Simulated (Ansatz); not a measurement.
A relaxation of cell and atoms of CaF2 (started from an entry of an open crystallographic database) with Ansatz 0.2.0, at the level HSE06. The starting cell comes from a relaxation with r2SCAN.

The input:
```yaml
crystal:
  lattice:
    - [0.0, 2.719592886, 2.719592886]
    - [2.719592886, 0.0, 2.719592886]
    - [2.719592886, 2.719592886, 0.0]
  atoms:
    - { symbol: Ca, position: [0.0, 0.0, 0.0] }
    - { symbol: F, position: [0.25, 0.25, 0.25] }
    - { symbol: F, position: [0.75, 0.75, 0.75] }
kpoints:
  mp_grid: { grid: [6, 6, 6] }
hamiltonian:
  xc: hse06
scf:
  occupations: { method: fermi_dirac, width: 0.02 }
relax:
  f_tol: 0.005
  cell: {}
output:
  write_density: true
  write_potential: true
  elf: true
  volumetric_format: npy
```

Run as `ansatz run input.yaml --threads 2 --pin off --max-ram 2211MiB --backend cpu --events-out ev --progress --plain --runs-dir out`.

Abridged output:
```
Functional definition: HSE06
Crystal: 3 atoms, lattice volume = 40.229 Å³
Basis set: ecut = 420 eV, 749 PW (Γ)
Bands: 16, of which v1, the nominal top of the filled ones, is band 12 counted from 1 (11 counted from 0)
Symmetry: 48 space group operations
Space group: Fm-3m (ITA 225)
k-points: 16 of 216
Exchange kernel: α = 0.2500, screened, ω = 0.2079 Å⁻¹, Wigner–Seitz truncation, v(0) = 1046.4131 eV·Å³, q-mesh 6×6×6
preconditioner: auto → none  [insulator: Δε(μ)=9.610 eV  σ=0.020 eV  ℏωp=27.5 eV]
relax step 1: F+E_penalty+E_count = -3440.36760383 eV  P = +1.353 GPa  Ω = 40.229 Å³
relax step 2: F+E_penalty+E_count = -3440.36914137 eV  P = +0.169 GPa  Ω = 40.746 Å³
relax step 3: F+E_penalty+E_count = -3440.36905248 eV  P = +0.003 GPa  Ω = 40.821 Å³
relax step 4: F+E_penalty+E_count = -3440.37036188 eV  P = +0.092 GPa  Ω = 40.821 Å³  (SCF on a basis re-selected at this cell)
relax step 5: F+E_penalty+E_count = -3440.37030424 eV  P = +0.004 GPa  Ω = 40.862 Å³
relax step 6: F+E_penalty+E_count = -3440.37030424 eV  P = +0.005 GPa  Ω = 40.862 Å³  (SCF on a basis re-selected at this cell)
Free energy (F): -3440.370304 eV
Fermi energy:    6.374403 eV
--- Per-component energies (eV) ---
  E_band       = -240.179337
  E_kinetic    = 697.670470
  E_local      = -1793.430894
  E_nonlocal   = 207.028136
  E_hartree    = 640.336110
  E_xc         = -239.029205
  E_vxc        = -300.195226
  E_exx        = -82.437224
  E_paw        = -1238.570829
  E_vpaw       = -167.053678
  E_ewald      = -1631.728332
  E_core_change = -0.212621
--- Stress (GPa, compression-positive) ---
        0.005472       0.000000       0.000000
        0.000000       0.005472       0.000000
        0.000000       0.000000       0.005472
  P = ⅓ Tr σ = 0.0055 GPa (0.055 kbar)
--- Relaxed structure (4 steps of the walk, 4 accepted, 2 SCFs on fresh bases) ---
  F+E_penalty+E_count = -3440.37030424 eV
  cell:  # Å, volume = 40.8622 Å³
    - [0.000000, 2.733782, 2.733782]
    - [2.733782, 0.000000, 2.733782]
    - [2.733782, 2.733782, 0.000000]
  atoms:
    - { symbol: Ca, position: [0.000000, 0.000000, 0.000000] }
    - { symbol: F, position: [0.250000, 0.250000, 0.250000] }
    - { symbol: F, position: [0.750000, 0.750000, 0.750000] }
```

Planar averages along the third cell vector, from rho_z.tsv and v_z.tsv (valence density with its augmentation; electrostatic potential energy of an electron, of which only differences have a meaning):
```csv
z (Å),ρ (e/Å³),v_es (eV)
0.00,0.759,-0.93
0.14,0.752,-0.94
0.29,0.738,-0.99
0.43,0.736,-0.85
0.72,0.796,0.41
0.86,0.813,1.43
1.00,0.777,2.58
1.15,0.677,3.79
1.29,0.530,5.09
1.43,0.378,6.48
1.58,0.257,7.87
1.72,0.184,9.10
2.00,0.151,9.78
2.15,0.184,9.10
2.29,0.257,7.87
2.43,0.378,6.48
2.58,0.530,5.09
2.72,0.677,3.79
2.86,0.777,2.58
3.01,0.813,1.43
3.29,0.759,-0.36
3.44,0.736,-0.85
3.58,0.738,-0.99
3.72,0.752,-0.94
```

The walk took 4 steps and changed the volume by +1.6 %. The last SCF, on a fresh basis, lies 0.9 meV an atom below the first. At the end: space group Fm-3m (No. 225), cubic; a = 5.468 Å in the conventional setting, 13.62 Å³ an atom. Ca has 8 F at 2.37 Å; F has 4 Ca at 2.37 Å.

The values are computed, spin-unpolarised, and not measurements.
